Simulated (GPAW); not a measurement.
Crystal: Zn.

```
Zn
1.0
    -1.59358    1.77662    1.74602
     1.50392   -1.50664    1.38638
     1.54411    1.45717   -1.47605
Zn
1
Cartesian
  0.0000 0.0000 0.0000
```

The cell isn't the ideal one: cell sheared at random, sigma 0.06, atoms nudged by 0.01 Å.

| Item | Value |
| --- | --- |
| Program | GPAW 26.7.0 |
| Task | relaxation of cell and atoms |
| Functional | LDA |
| Potentials or basis | the program's PAW data sets (release 1.2.1) made for this functional |
| Cutoff | 600 eV |
| Basis | pw |
| k mesh | 9 × 11 × 10 |
| Occupations | fermi-dirac, width 0.05 eV |
| Spin | no spin polarisation |

At the start: pressure -6.8 GPa; volume 15.31 Å³/atom.

Task: How do energy, volume and symmetry change on relaxing?

Result: Over 21 steps the energy falls by 122.0 meV/atom and the volume is 13.81 Å³/atom (-9.8 %); space group Immm (No. 71, to 0.05 Å).

Step by step:
| step | energy change (eV) | largest force (eV/Å) | pressure (GPa) | volume (Å³) |
| --- | --- | --- | --- | --- |
| 1 | 0.0000 | 0.0000 | -6.82 | 15.31 |
| 2 | -0.0189 | 0.0000 | -5.24 | 14.89 |
| 3 | -0.0457 | 0.0000 | 3.42 | 13.40 |
| 4 | -0.0505 | 0.0000 | 0.85 | 13.72 |
| 5 | -0.0542 | 0.0000 | -0.17 | 13.81 |
| 6 | -0.0626 | 0.0000 | -1.10 | 13.83 |
| 7 | -0.0816 | 0.0000 | -0.45 | 13.68 |
| 8 | -0.0505 | 0.0000 | 7.39 | 13.43 |
| 9 | -0.0920 | 0.0000 | -0.29 | 13.72 |
| 10 | -0.1015 | 0.0000 | -0.18 | 13.76 |
| 11 | -0.0390 | 0.0000 | 5.91 | 13.91 |
| 12 | -0.1129 | 0.0000 | -0.33 | 13.85 |
| 13 | -0.1170 | 0.0000 | -0.27 | 13.84 |
| 14 | -0.1211 | 0.0000 | 0.05 | 13.80 |
| 15 | -0.1211 | 0.0000 | 0.04 | 13.80 |
| 16 | -0.1215 | 0.0000 | -0.21 | 13.82 |
| 17 | -0.1216 | 0.0000 | -0.17 | 13.82 |
| 18 | -0.1218 | 0.0000 | -0.18 | 13.83 |
| 19 | -0.1215 | 0.0000 | -0.07 | 13.82 |
| 20 | -0.1220 | 0.0000 | -0.06 | 13.81 |
| 21 | -0.1220 | 0.0000 | -0.01 | 13.81 |

Final structure:
```
Zn
1.0
    -1.25384    1.68499    1.62184
     1.27660   -1.69685    1.63903
     1.23731    1.68331   -1.63906
Zn
1
Direct
  0.00000 0.00000 0.00000
```

Caveat: later steps reuse the first step's grids.
